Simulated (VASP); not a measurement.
# HfC5: relaxation of cell and atoms with PBE

The system is HfC5.

```xyz
6
Lattice="4.7880 0.0000 0.0000 0.0000 4.7880 0.0000 0.0000 0.0000 3.3964" Properties=species:S:1:pos:R:3 pbc="T T T"
Hf    2.3940    2.3940    1.6982
C     4.0310    4.0310    1.6982
C     0.7570    0.7570    1.6982
C     0.7570    4.0310    1.6982
C     4.0310    0.7570    1.6982
C     0.0000    0.0000    0.0000
```

The cell was built by a generator and needn't be a form met in nature.

The cell isn't the ideal one: random cell by space group and Wyckoff sites (P4/mmm, No. 123).

```
Program                : VASP 6.6.1
Task                   : relaxation of cell and atoms
Functional             : PBE
Potentials or basis    : VASP PAW PBE potentials, release 64 (Hf_pv, C)
Cutoff                 : 600 eV
k mesh                 : 4 × 4 × 6
Occupations            : gaussian, width 0.1 eV
Spin                   : no spin polarisation
Dipole correction      : no
Further INCAR settings : ALGO = Normal; EDIFF = 1e-07; IBRION = 2; EDIFFG = -0.04; NSW = 90; ISIF = 3
```

```
Relaxed volume                         : 12.08 Å³/atom
Relaxed cell                           : a = 4.847 Å, b = 4.847 Å, c = 3.085 Å, α = 90.00°, β = 90.00°, γ = 90.00°
Space group after relaxing (to 0.05 Å) : P4/mmm (No. 123)
Energy gained by relaxing              : 48.8 meV/atom
Ionic steps                            : 27
Pressure after relaxing                : -0.2 GPa
Largest force after relaxing           : 0.012 eV/Å
Band gap on the k mesh                 : none (metal or under the smearing width)
```

Forces on the atoms (eV/Å):
```
Hf   0.000  0.000  0.000
C    0.008  0.008  0.000
C   -0.008 -0.008  0.000
C   -0.008  0.008  0.000
C    0.008 -0.008  0.000
C    0.000  0.000  0.000
```

Stress tensor (GPa, compression positive):
```
-0.06  0.00  0.00
 0.00 -0.06  0.00
 0.00  0.00 -0.49
```

Step by step:
| step | energy change (eV) | largest force (eV/Å) | pressure (GPa) | volume (Å³) |
| --- | --- | --- | --- | --- |
| 1 | 0.0000 | 0.0290 | 0.25 | 77.86 |
| 2 | -0.0032 | 0.0732 | -1.05 | 78.09 |
| 3 | -0.0052 | 0.2040 | -2.90 | 78.41 |
| 4 | -0.0056 | 0.2058 | -2.97 | 78.41 |
| 5 | -0.0066 | 0.2119 | -3.21 | 78.43 |
| 6 | -0.0090 | 0.2253 | -3.67 | 78.45 |
| 7 | -0.0143 | 0.2609 | -4.59 | 78.50 |
| 8 | -0.0243 | 0.3619 | -6.35 | 78.60 |
| 9 | -0.0397 | 0.6135 | -9.61 | 78.77 |
| 10 | -0.0412 | 0.6305 | -9.75 | 78.76 |
| 11 | -0.0452 | 0.6855 | -10.14 | 78.74 |
| 12 | -0.0497 | 0.8078 | -10.80 | 78.70 |
| 13 | -0.0547 | 0.7989 | -10.74 | 78.64 |
| 14 | -0.0693 | 0.7724 | -10.55 | 78.45 |
| 15 | -0.0970 | 0.7213 | -10.13 | 78.07 |
| 16 | -0.1458 | 0.6232 | -9.17 | 77.30 |
| 17 | -0.2110 | 0.4196 | -6.94 | 75.78 |
| 18 | -0.1745 | 0.0443 | -1.28 | 72.73 |
| 19 | -0.2264 | 0.2709 | -5.24 | 74.76 |
| 20 | -0.2435 | 0.1487 | -4.56 | 74.52 |
| 21 | -0.2748 | 0.2398 | -2.39 | 73.80 |
| 22 | -0.2413 | 1.1269 | 2.55 | 72.35 |
| 23 | -0.2788 | 0.4345 | -1.30 | 73.45 |
| 24 | -0.2849 | 0.3124 | -1.10 | 73.23 |
| 25 | -0.2924 | 0.0495 | -0.42 | 72.56 |
| 26 | -0.2924 | 0.0398 | -0.44 | 72.58 |
| 27 | -0.2926 | 0.0116 | -0.20 | 72.48 |

Final structure:
```
Hf C
1.0
     4.84706    0.00000    0.00000
     0.00000    4.84706    0.00000
     0.00000    0.00000    3.08502
Hf C
1 5
Direct
  0.50000 0.50000 0.50000
  0.84099 0.84099 0.50000
  0.15901 0.15901 0.50000
  0.15901 0.84099 0.50000
  0.84099 0.15901 0.50000
  0.00000 0.00000 0.00000
```

Levels at points of the mesh, in eV from the Fermi level:
| k point | band 11 | band 12 | band 13 | band 14 | band 15 | band 16 | band 17 | band 18 | band 19 |
| --- | --- | --- | --- | --- | --- | --- | --- | --- | --- |
| (0.00, 0.00, 0.00) | -4.79 | -1.59 | -1.59 | -1.59 | 0.06 | 0.06 | 1.31 | 1.31 | 2.40 |
| (0.50, 0.00, 0.00) | -4.67 | -4.08 | -2.82 | -1.41 | -0.01 | 0.15 | 0.38 | 1.33 | 2.19 |
| (0.50, 0.50, 0.00) | -4.72 | -1.54 | -1.36 | -1.36 | -0.12 | -0.12 | 1.03 | 1.03 | 1.53 |
| (0.00, 0.00, 0.50) | -5.96 | -4.91 | -0.80 | -0.80 | 0.64 | 0.64 | 0.97 | 2.40 | 3.13 |
| (0.50, 0.00, 0.50) | -4.36 | -3.67 | -2.84 | -2.28 | -0.78 | -0.53 | 1.66 | 3.20 | 5.15 |
| (0.50, 0.50, 0.50) | -5.28 | -5.01 | -0.50 | -0.50 | 0.57 | 0.61 | 0.61 | 2.20 | 3.83 |

Wall time 11 min on 1 thread of AMD EPYC 7R13 Processor (Zen 3) (shared host), peak memory 0.2 GiB.

Spin-orbit coupling is left out, which matters for the levels of Hf.
